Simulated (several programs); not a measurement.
## What each method gives for PbS (rocksalt)

Measured values to be reproduced:
- bulk modulus: 51 GPa (b0 from Birch-Murnaghan EOS fit; “The high-pressure alpha/beta phase transition in lead sulphide (PbS): X-ray powder diffraction and quantum mechanical calculations”; zero-pressure value from EOS fit to compression data; 2002; arxiv:cond-mat/0210013)

PbS in the rocksalt structure, relaxed with r2SCAN in Ansatz, was computed with several methods. The symmetry is Fm-3m (No. 225, cubic); a = 5.974 Å in the conventional setting, 26.66 Å³ an atom. Around Pb lie 6 S at 2.99 Å; around S lie 6 Pb at 2.99 Å. Spin-unpolarised throughout.

```
CELL_PARAMETERS angstrom
0.00000 2.98723 2.98723
2.98723 0.00000 2.98723
2.98723 2.98723 0.00000
ATOMIC_POSITIONS crystal
Pb 0.00000 0.00000 0.00000
S 0.50000 0.50000 0.50000
```

Gaps and times are for a single point on this cell; volume and bulk modulus come from each method's own relaxation or energy curve at fixed shape. Times are rough, from shared hosts (Arm Neoverse V1; Arm Neoverse V2; Intel Xeon 6975P-C), and each method has its own mesh and cell size. A dagger marks a closed or tiny gap in a crystal that DFT finds insulating: a failure of the method or a wrong SCF state. PM6 (MOPAC), PM7 (MOPAC), GFN1-xTB (tblite), GFN2-xTB (tblite) treat a cluster of cells at its zone centre, which samples few k points: where these miss a band edge, the gap comes out too large for that reason alone. Gaps from k meshes are read at a limited set of points (mesh, symmetry points, PBE's band edges), so each method's own least gap may be somewhat smaller. xTB and the PM methods were fitted mostly to molecules, and can miss a solid's gap by electronvolts. Minimal bases can be far off for gaps. Times of the plane-wave ladder aren't listed, since it ran on unlike processors and cards. GLLB-SC's gap includes the derivative discontinuity. G0W0 is at finite bands, cutoff and mesh. d marks a direct gap, i an indirect one (no mark: not told apart), a dash a value that wasn't computed or didn't pass its checks.

```
                               method              kind  gap (eV)  own volume (Å³/atom)  bulk modulus (GPa)  atoms computed  processor time
                               PBEsol         semilocal         –                 25.70                   –               2               –
 light PBE (260 eV and a coarse mesh)  light plane-wave    0.47 d                     –                   –               2          0.59 s
                                  LDA         semilocal    0.30 d                 24.93                   –               2               –
                                  PBE         semilocal    0.43 d                 27.10                  53               2               –
                    GFN1-xTB (tblite)     tight binding     0.05†                     –                   –         cluster           1.7 s
               PBE/single zeta (GPAW)       small basis    0.37 d                     –                   –               2           2.6 s
                    GFN2-xTB (tblite)     tight binding      0.95                     –                   –         cluster           3.2 s
                       PBE/SZV (CP2K)       small basis    0.29 d                 24.87                  82               2           3.3 s
                               r2SCAN         semilocal    0.69 d                 26.66                  58               2               –
                              PBE+SOC         semilocal      0.01                     –                   –               2               –
                          PM7 (MOPAC)    semi-empirical      7.12                     –                   –         cluster           6.2 s
                       GLLB-SC (GPAW)   model potential      1.16                     –                   –               2           7.5 s
                      PBE/DZVP (CP2K)       small basis    0.43 d                 27.03                  53               2           7.5 s
                          PM6 (MOPAC)    semi-empirical      3.07                     –                   –         cluster           9.3 s
   G0W0@LDA (140 eV screening cutoff)         many-body      0.58                     –                   –               2               –
                              LC-ωPBE            hybrid    4.77 d                     –                   –               2               –
 G0W0@HSE06 (180 eV screening cutoff)         many-body      0.99                     –                   –               2               –
G0W0@r2SCAN (180 eV screening cutoff)         many-body      0.91                     –                   –               2               –
  G0W0@PBE0 (180 eV screening cutoff)         many-body      1.15                     –                   –               2               –
                                 PBE0            hybrid    1.45 d                     –                   –               2               –
                                HSE06            hybrid    0.88 d                 26.61                   –               2               –
                             DDH-PBE0            hybrid    0.67 d                     –                   –               2               –
   G0W0@PBE (260 eV screening cutoff)         many-body      0.86                     –                   –               2               –
                         Hartree-Fock    exact exchange    5.35 d                     –                   –               2               –
                            HSE06+SOC            hybrid    0.39 d                     –                   –               2               –
```

Against HSE06 (0.88 eV) and with closed or daggered gaps left aside, the nearest gap at the points sampled is that of G0W0@PBE (260 eV screening cutoff) (-0.02 eV) and the farthest that of PM7 (MOPAC) (+6.24 eV). HSE06 is only a yardstick of convenience, and nearness to it can be luck.

Volumes against r2SCAN's: PBEsol -3.6 %, LDA -6.5 %, PBE +1.7 %, PBE/SZV (CP2K) -6.7 %, PBE/DZVP (CP2K) +1.4 %, HSE06 -0.2 %.

Comparison with experiment:
- Bulk modulus, measured 51 GPa: PBE +3.5 %, PBE/SZV (CP2K) +61.1 %, r2SCAN +13.4 %, PBE/DZVP (CP2K) +3.6 %.
The calculations are for a static lattice; samples hold vibrations, temperature and, in optical gaps, excitons. A measured value is shown where most reports agree with it, and only for the quantities listed.

Only the rows marked +SOC include spin-orbit coupling.
